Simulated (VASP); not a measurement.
Crystal: GaP.

```
Ga P
1.0
     0.00000    2.72525    2.72525
     2.72525    0.00000    2.72525
     2.72525    2.72525    0.00000
Ga P
1 1
Direct
  0.00000 0.00000 0.00000
  0.75000 0.75000 0.75000
```

- Program: VASP 6.6.1
- Task: relaxation of cell and atoms
- Functional: revPBE
- Dispersion: D4
- Potentials or basis: VASP PAW PBE potentials, release 64 (Ga_d, P)
- Cutoff: 600 eV
- k mesh: 8 × 8 × 8
- Occupations: fermi-dirac, width 0.05 eV
- Spin: no spin polarisation

At the start: pressure -2.3 GPa; volume 20.24 Å³/atom.

Task: How do energy, volume and symmetry change on relaxing?

Result: Over 3 steps the energy falls by 3.9 meV/atom and the volume is 19.70 Å³/atom (-2.6 %); space group F-43m (No. 216, to 0.05 Å).

The path:
| step | energy change (eV) | largest force (eV/Å) | pressure (GPa) | volume (Å³) |
| --- | --- | --- | --- | --- |
| 1 | 0.0000 | 0.0000 | -2.29 | 40.48 |
| 2 | -0.0052 | 0.0000 | 1.36 | 38.81 |
| 3 | -0.0077 | 0.0000 | -0.03 | 39.41 |

Final structure:
```yaml
crystal:
  lattice:
    - [0.00000, 2.70099, 2.70099]
    - [2.70099, 0.00000, 2.70099]
    - [2.70099, 2.70099, 0.00000]
  atoms:
    - { symbol: Ga, position: [0.00000, 0.00000, 0.00000] }
    - { symbol: P, position: [0.75000, 0.75000, 0.75000] }
```

Caveat: the PAW data sets were made with another functional, which shifts forces and pressure a little.
